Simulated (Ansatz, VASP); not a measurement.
**Te: VASP beside Ansatz**

```xyz
1
Lattice="2.2641 1.3072 1.8460 -2.2641 1.3072 1.8460 0.0000 -2.6144 1.8460" Properties=species:S:1:pos:R:3 pbc="T T T"
Te    0.0000    0.0000    2.7690
```

Alike in both runs: functional PBE; k mesh 18 × 18 × 18; occupations gaussian, width 0.1 eV; no spin polarisation.

Ansatz relaxed the structure, and its values are those at the end. VASP's run is a single point on that final structure, the one shown.

```csv
,VASP,Ansatz
version,VASP 6.6.1,Ansatz 0.2.0
potentials or method,"VASP PAW PBE potentials, release 64 (Te)","scalar-relativistic, plane waves, PAW"
plane-wave cutoff (eV),520,420
valence electrons in the cell,6,16
```

|  | VASP | Ansatz | Ansatz less VASP |
| --- | --- | --- | --- |
| gap on the k mesh at the Fermi level (eV) | none | none | - |
| pressure (GPa) | 0.0 | 0.0 | +0.05 |

A gap of «none» marks a metal or a gap that the smearing closes. The functional is the same, so the differences come from potentials, cutoffs and numerics. The two sets of potentials don't hold the same shells in valence.

The runs have no spin-orbit coupling, so splittings on Te are missing.
